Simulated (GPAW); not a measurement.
# SiC (Moissanite): dielectric tensor with PBE

Crystal: SiC (Moissanite).

```
Si C
1.0
     3.07600    0.00000    0.00000
    -1.53800    2.66389    0.00000
     0.00000    0.00000    5.04800
Si C
2 2
Cartesian
  1.5380 0.8880 2.5240
  0.0000 1.7759 0.0000
  1.5380 0.8880 4.4675
  0.0000 1.7759 1.9435
```

```json
{
  "Program": "GPAW 26.7.0",
  "Task": "dielectric tensor",
  "Functional": "PBE",
  "Potentials or basis": "GPAW PAW data sets (gpaw-data 1.2.1)",
  "Cutoff": "600 eV",
  "Basis": "pw",
  "k mesh": "8 × 8 × 4",
  "Occupations": "fermi-dirac, width 0.001 eV",
  "Spin": "no spin polarisation",
  "Response ecut": "80 eV",
  "Maxiter": "150",
  "Response k mesh": "22 × 22 × 12",
  "Response bands": "40",
  "Kernels": "[\"RPA\", \"ALDA\", \"LR0.1\"]",
  "Coarser k mesh": "16 × 16 × 9"
}
```

The band gap on the k mesh is 2.57 eV, indirect (least direct gap 4.07 eV) and the electronic dielectric tensor (diagonal) is 6.53, 6.53, 7.04.

Electronic dielectric tensor:
```
6.53 0.00 0.00
0.00 6.53 0.00
0.00 0.00 7.04
```

It took 23 min on 1 thread of Arm Neoverse V1, on a shared host, peak memory 1.7 GiB.

Caveat: the long-wavelength limit can be off by a per cent or two. Expect the measured gap to be larger: semilocal functionals such as PBE lack the derivative discontinuity.
